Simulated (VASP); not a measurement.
# Eu: single point with PBE

Crystal: Eu.

```
Eu
1.0
    -2.30500    2.30500    2.30500
     2.30500   -2.30500    2.30500
     2.30500    2.30500   -2.30500
Eu
1
Cartesian
  0.0000 0.0000 0.0000
```

```json
{
  "Program": "VASP 6.6.1",
  "Task": "single point",
  "Functional": "PBE",
  "Potentials or basis": "VASP PAW PBE potentials, release 64 (Eu)",
  "Cutoff": "520 eV",
  "k mesh": "6 × 6 × 6",
  "Occupations": "gaussian, width 0.05 eV",
  "Spin": "collinear spin, typed start",
  "Starting moments": "[7.0] μB",
  "Dipole correction": "no",
  "Further INCAR settings": "ALGO = Fast; EDIFF = 1e-06; NBANDS = 18"
}
```

```
Pressure                                              : -1.9 GPa
Band gap on the k mesh                                : none (metal or under the smearing width)
Net moment                                            : 7.52 μB per cell
Site moments                                          : Eu +6.74 μB
Valence electrons inside the program's atomic spheres : Eu 14.72
```

Levels at points of the mesh, in eV from the Fermi level:
Spin up:
```csv
k point,band 10,band 11,band 12,band 13,band 14,band 15
"(0.00, 0.00, 0.00)",-0.40,-0.40,-0.37,1.66,1.66,1.67
"(0.50, 0.00, 0.00)",-0.41,-0.40,-0.39,0.38,0.45,2.97
"(0.50, 0.50, 0.50)",-0.50,-0.37,-0.37,-0.37,4.14,4.17
```
Spin down:
```tsv
k point	band 3	band 4	band 5	band 6	band 7	band 8
(0.00, 0.00, 0.00)	-18.08	-18.08	-3.36	2.66	2.66	2.66
(0.50, 0.00, 0.00)	-18.19	-18.08	-0.76	1.25	1.38	3.97
(0.50, 0.50, 0.50)	-18.32	-18.32	0.02	0.02	3.85	3.85
```

Wall time 81 s on 1 thread of Intel(R) Xeon(R) Platinum 8488C (Sapphire Rapids), with other jobs on the host, peak memory 0.2 GiB.

Caveat: spin-orbit coupling is left out, which moves the levels of the heavy elements. The state reached can hang on the start; a lower one may exist.
